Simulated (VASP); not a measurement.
Runs of VASP 6.6.1 on BN (Qingsongite). The structure is cubic, space group F-43m (No. 216). Conventional cell: a = 3.607 Å, b = 3.607 Å, c = 3.607 Å, α = 90.00°, β = 90.00°, γ = 90.00°. B (site symmetry -43m) is surrounded by 4 N at 1.56 Å. N (site symmetry -43m) has 4 B at 1.56 Å as nearest neighbours. 

```tsv
task	cell	gap on the mesh (eV)	pressure (GPa)
relaxation of the atoms	atoms relaxed from: a relaxed cell with its volume scaled by 1.06	4.22	-20.3
relaxation of the atoms	atoms relaxed from: a relaxed cell with its volume scaled by 0.94	(a)	26.9
relaxation of the atoms	atoms relaxed from: a relaxed cell with its volume scaled by 1.04	(b)	-14.1
relaxation of the atoms	atoms relaxed from: a relaxed cell with its volume scaled by 0.98	4.30	8.1
relaxation of cell and atoms	relaxed	4.28	0.0
relaxation of the atoms	atoms relaxed from: a relaxed cell with its volume scaled by 1.02	4.26	-7.4
relaxation of the atoms	atoms relaxed	4.28	0.0
relaxation of the atoms	atoms relaxed from: a relaxed cell with its volume scaled by 0.96	4.32	17.1
```

Alike in all rows: level PBEsol; potentials or basis VASP PAW PBE potentials, release 64 (B, N); no spin polarisation; k mesh 14 × 14 × 14; cutoff (eV) 600; smearing gaussian 0.03 eV.

Problem. Fill in the values left out.

Solution. (a) 4.35; (b) 4.24.

Caveats: the relaxation stopped at its first step, so nothing moved; the PAW data sets were made with another functional, which shifts forces and pressure a little.

A k mesh can miss the band edges.
